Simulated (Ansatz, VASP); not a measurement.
Ca: VASP beside Ansatz

The input INCAR:

```
PREC = Accurate
ENCUT = 520
EDIFF = 1E-6
ISMEAR = 0
SIGMA = 0.1
LREAL = F
LASPH = T
NELM = 100
ALGO = Normal
ISIF = 2
LWAVE = F
LCHARG = T
GGA = PE
LELF = T
LVHAR = T
NBANDS = 11
```

KPOINTS

```
regular mesh
0
Gamma
  14 14 14
```

Contents of POSCAR:

```
Ca
1.0
   -2.1807361690      2.1807361690      2.0526319108
    2.1807361690     -2.1807361690      2.0526319108
    2.1807361690      2.1807361690     -2.0526319108
Ca
1
Direct
    0.0000000000      0.0000000000      0.0000000000
```

Input for Ansatz:

```yaml
crystal:
  lattice:
    - [-2.180736169, 2.180736169, 2.0526319108]
    - [2.180736169, -2.180736169, 2.0526319108]
    - [2.180736169, 2.180736169, -2.0526319108]
  atoms:
    - { symbol: Ca, position: [0.0, 0.0, 0.0] }
basis:
  ecutwfc: 420
kpoints:
  mp_grid: { grid: [14, 14, 14] }
hamiltonian:
  xc: pbe
scf:
  occupations: { method: gaussian, width: 0.1 }
output:
  forces: true
  stress: true
  eigenvalues: true
```

Alike in both runs: task single point; functional PBE; k mesh 14 × 14 × 14; occupations gaussian, width 0.1 eV; no spin polarisation.

|  | VASP | Ansatz |
| --- | --- | --- |
| version | VASP 6.6.1 | Ansatz 0.2.0 |
| potentials or method | VASP PAW PBE potentials, release 64 (Ca_sv) | scalar-relativistic, plane waves, PAW |
| plane-wave cutoff (eV) | 520 | 420 |
| valence electrons in the cell | 10 | 10 |

```tsv
	VASP	Ansatz	Ansatz less VASP
gap on the k mesh at the Fermi level (eV)	none	none	-
pressure (GPa)	1.4	1.4	-0.02
```

A gap of «none» marks a metal or a gap that the smearing closes.
